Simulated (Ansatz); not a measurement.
Crystal: C.

```
C
1.0
     2.52210    0.00000    0.00000
    -1.26105    2.18420    0.00000
     0.00000    0.00000    8.23710
C
8
Direct
  0.66667 0.33333 0.84375
  0.33333 0.66667 0.34375
  0.66667 0.33333 0.65625
  0.33333 0.66667 0.15625
  0.00000 0.00000 0.90625
  0.00000 0.00000 0.40625
  0.00000 0.00000 0.59375
  0.00000 0.00000 0.09375
```

This is a hexagonal form of diamond, not graphite.

```yaml
Program: Ansatz 0.2.0
Task: relaxation of cell and atoms
Functional: RPBE
Dispersion: D3(BJ)
Potentials_or_basis: Ansatz PAW
Cutoff: "420 eV (not typed: the program's choice for these potentials)"
k_mesh: 12 × 12 × 4
Occupations: fermi-dirac, width 0.05 eV
Spin: no spin polarisation
```

At the start: volume 5.67 Å³/atom.

Problem. Where does the relaxation end?

Solution. It ends after 8 steps and the volume is 5.54 Å³/atom (-2.3 %); space group P6_3/mmc (No. 194, to 0.05 Å).

Step by step:
| step | energy change (eV) | largest force (eV/Å) | volume (Å³) |
| --- | --- | --- | --- |
| 1 | 0.0000 | 0.3367 | 45.38 |
| 2 | -0.0463 | 0.3528 | 44.73 |
| 3 | -0.0582 | 0.1109 | 44.36 |
| 4 | -0.0589 | 0.0100 | 44.33 |
| 5 | -0.0589 | 0.0005 | 44.33 |
| 6 | -0.0538 | 0.0012 | 44.33 |
| 7 | -0.0539 | 0.0000 | 44.31 |
| 8 | -0.0537 | 0.0001 | 44.31 |

Final structure:
```
C
1.0
     2.49409    0.00000    0.00000
    -1.24704    2.15994    0.00000
     0.00000    0.00000    8.22600
C
8
Direct
  0.66667 0.33333 0.84441
  0.33333 0.66667 0.34441
  0.66667 0.33333 0.65559
  0.33333 0.66667 0.15559
  0.00000 0.00000 0.90705
  0.00000 0.00000 0.40705
  0.00000 0.00000 0.59295
  0.00000 0.00000 0.09295
```

Caveat: the plane-wave basis is chosen anew once the cell has moved, so the energies of steps on either side of that aren't comparable; the pressure holds a Pulay correction of +0.9 GPa for the finite cutoff; the PAW data sets come from PBE, with cores solved anew for the run's functional, which leaves a small shift of forces and pressure.
